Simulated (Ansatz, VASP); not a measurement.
One calculation of Fe, two programs

```
Fe
1.0
    -1.22571    1.22571    3.62528
     1.22571   -1.22571    3.62528
     1.22571    1.22571   -3.62528
Fe
2
Direct
  0.85177 0.85177 0.00000
  0.14823 0.14823 0.00000
```

Alike in both runs: functional PBEsol; k mesh 10 × 10 × 10; occupations gaussian, width 0.1 eV; no spin polarisation.

Ansatz relaxed the structure, and its values are those at the end. VASP's run is a single point on that final structure, the one shown.

```csv
,VASP,Ansatz
version,VASP 6.6.1,Ansatz 0.2.0
potentials or method,"VASP PAW PBE potentials, release 64 (Fe)","scalar-relativistic, plane waves, PAW"
plane-wave cutoff (eV),520,420
valence electrons in the cell,16,32
```

|  | VASP | Ansatz | Ansatz less VASP |
| --- | --- | --- | --- |
| gap on the k mesh at the Fermi level (eV) | none | none | - |
| pressure (GPa) | -0.7 | -0.1 | +0.64 |
| rms of the force components (eV/Å) | 0.016 | 0.012 | -0.0046 |

A gap of «none» marks a metal or a gap that the smearing closes. The two sets of potentials don't hold the same shells in valence.

Caveats: the k mesh is coarse (spacing up to 0.36 Å⁻¹), so the values aren't converged; the PAW data sets were made with another functional, which shifts forces and pressure a little (VASP); the run has no spin polarisation, though such a crystal can be magnetic. Spin polarisation is off, so any magnetic state and its effect on volume and gap are missing.
